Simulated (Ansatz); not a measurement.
input.yaml (Ansatz)

```yaml
crystal:
  lattice:
    - [4.0716264249, 0.0, 0.0]
    - [0.0, 4.0716264249, 0.0]
    - [0.0, 0.0, 4.0716264249]
  atoms:
    - { symbol: Ba, position: [0.0, 0.0, 0.0] }
hamiltonian:
  xc: rpbe
  pseudopotentials:
    kind: paw
    azcp:
      Ba: "pseudopotentials/Ba.paw.azcp"
basis:
  ecutwfc: 420
  fft_grid_basis: typed
kpoints:
  mp_grid: { grid: [13, 13, 13], shift: [0, 0, 0] }
magnetization:
  spin_polarized: false
scf:
  occupations: { method: fermi_dirac, width: 0.1 }
```

Output

```
Engine: ansatz 0.2.0, aarch64-unknown-linux-gnu
Pseudopotentials: kind: paw
Pseudopotential: Ba, paw, valence charge 10, recommended cutoff 420 eV (normal) 
Functional definition: RPBE
  parameter kappa = 0.804
  parameter beta = 0.06672455060314922
  exchange = rpbe_x(kappa = kappa, mu = beta*pi^2/3)
  correlation = pbe_c(beta = beta)
Crystal: 1 atoms, lattice volume = 67.500 Å³
Basis set: ecut = 420 eV, 1357 PW (Γ)
Bands: 9, of which v1, the nominal top of the filled ones, is band 5 counted from 1 (4 counted from 0)
Symmetry: 48 space group operations
Space group: Pm-3m (ITA 221), of the structure as read, at distance tolerance 4.1e-5 Å
k-points: 84 of 2197
Non-local potential: Ba, projectors of the file, l = 0: 3, l = 1: 2, l = 2: 2, l = 3: 2
PAW form: soft (Blöchl's): semilocal exchange-correlation on the pseudo side does not see the compensation charge
PAW frozen core: Ba, regenerated for the run's functional, and the local potential with it (the file was generated under x = pbe(κ = 0.804, μ = 0.2195149727645171), c = pbe(β = 0.06672455060314922))
PAW one-centre angular grid: Ba, 194 points (default); XC on 64 Gauss nodes
Initial density: superposition of atomic densities (neutral atoms: chi_scale 0, normalization atom), corrected by the library's trained network
Initial wavefunctions: pseudopotential atomic-orbital guess
Functional: x = rpbe, c = pbe(β = 0.06672455060314922)
SCF iter   1: F=—  HF=-5958.905068 eV  |F-HF|=—  |Δ(HF+E_count)|=         —  Δρ=1.99e-3  dr2=6.48e-3  ethr=1.77e-3  ⟨swp⟩=7.5  Hψ=7416  notcnv=0
SCF iter   2: F=—  HF=-5958.905850 eV  |F-HF|=—  |Δ(HF+E_count)|=   7.82e-4  Δρ=1.44e-3  dr2=3.82e-3  ethr=6.48e-5  ⟨swp⟩=1.0  Hψ=1437  notcnv=0
SCF iter   3: F=—  HF=-5958.905986 eV  |F-HF|=—  |Δ(HF+E_count)|=   1.36e-4  Δρ=5.42e-4  dr2=4.58e-4  ethr=3.82e-5  ⟨swp⟩=2.0  Hψ=1063  notcnv=0
SCF iter   4: F=—  HF=-5958.906017 eV  |F-HF|=—  |Δ(HF+E_count)|=   3.05e-5  Δρ=9.89e-5  dr2=5.08e-6  ethr=4.58e-6  ⟨swp⟩=2.0  Hψ=1081  notcnv=0
SCF iter   5: F=—  HF=-5958.906024 eV  |F-HF|=—  |Δ(HF+E_count)|=   6.88e-6  Δρ=2.43e-5  dr2=4.16e-7  ethr=5.08e-8  ⟨swp⟩=2.0  Hψ=1289  notcnv=0
SCF iter   6: F=-5958.906024 eV  HF=-5958.906024 eV  |F-HF|=2.61e-9  |Δ(HF+E_count)|=   1.47e-7  Δρ=3.49e-6  dr2=9.53e-9  ethr=1.00e-9  ⟨swp⟩=3.0  Hψ=1651  notcnv=0
SCF 1 converged in 6 iterations: F = -5958.906024 eV  dr2 = 9.53e-9
SCF converged after 6 iterations
Free energy (F): -5958.906024 eV
Harris-Foulkes:  -5958.906024 eV  (|F-HF|=2.61e-9)
Internal energy: -5958.868594 eV  (E = F + TS)
E sigma→0 (E₀):  -5958.887309 eV
Entropy (-TS):   -0.037430 eV (-37.430 meV/atom)
Fermi energy:    5.394540 eV
--- Per-component energies (eV) ---
  E_band       = -92.727637
  E_kinetic    = 166.404323
  E_local      = -409.168994  (includes V_loc(G=0)·N_el)
  E_nonlocal   = 56.398554
  E_hartree    = 131.070608
  E_xc         = -166.880111
  E_vxc        = -133.433590  (∫ρ·V_xc dr)
  E_paw        = -5234.926100  (= ΣΔE_a)
  E_vpaw       = -35.070931  (= ΣTr[D̂ρ^β])
  E_aug_tail   = -0.000002  (compensation charges beyond the density's cutoff)
  E_ewald      = -501.716925
  E_core_change = -0.049947  (= ΣΔE_core)
  E_smearing   = -0.037430  (= −TS)
  E_closure    = -0.000000  (closes the sum)
  Σ components = -5958.906024   (vs F -5958.906024, Δ=0.00e0)
```
